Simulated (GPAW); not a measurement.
CuO in GPAW: convergence with k mesh

Crystal: CuO.

```
Cu O
1.0
     0.00000    2.32725    2.32725
     2.32725    0.00000    2.32725
     2.32725    2.32725    0.00000
Cu O
1 1
Direct
  0.00000 0.00000 0.00000
  0.25000 0.25000 0.25000
```

Measurements of this composition are mostly on another form, of space group No. 15.

- Program: GPAW 26.7.0
- Task: convergence study
- Functional: r2SCAN
- Potentials or basis: GPAW PAW data sets (gpaw-data 1.2.1)
- Cutoff: 800 eV
- Basis: pw
- k mesh: 2 × 2 × 2
- Occupations: fermi-dirac, width 0.05 eV
- Spin: no spin polarisation

These are the settings of the first run; the series varies k mesh, with any setting tied to it.

Hardware: 1 thread of Arm Neoverse V1, on a shared host.

```tsv
k mesh	energy less the tightest run, at zero smearing (meV/atom)	pressure (GPa)	SCF cycles	CPU time (s)	peak memory (GiB)
2 × 2 × 2	102.95	-13.60	12	11	0.23
3 × 3 × 3	-6.68	-13.55	12	14	0.23
4 × 4 × 4	-12.40	-13.79	13	25	0.24
5 × 5 × 5	-6.66	-13.81	13	29	0.24
6 × 6 × 6	6.54	-13.70	13	44	0.24
8 × 8 × 8	-1.72	-13.85	13	77	0.25
9 × 9 × 9	-0.49	-13.78	13	91	0.25
11 × 11 × 11	0.08	-13.79	13	140	0.27
13 × 13 × 13	0.00	-13.80	13	210	0.28
```

Against the tightest run, the energy stays within 1 meV/atom from 9 × 9 × 9 on; the pressure stays within 0.1 GPa from 4 × 4 × 4 on. Meshes of other sizes hit other points, so gaps and Fermi surfaces needn't settle smoothly. The tightest run that finished is the yardstick and may itself not be fully converged.

Caveat, for the tightest run too: with this Cu data set, volumes or pressures lay over 1.5 % or 2 GPa off other programs in two to four cells of ten; the PAW data sets were made with another functional, which shifts forces and pressure a little; an odd number of electrons without spin polarisation forces a metal; a magnetic or distorted state may lie lower; the run has no spin polarisation, though such a crystal can be magnetic; semilocal functionals often make such compounds metallic where correlation or magnetic order opens a gap, which also shifts bond lengths.
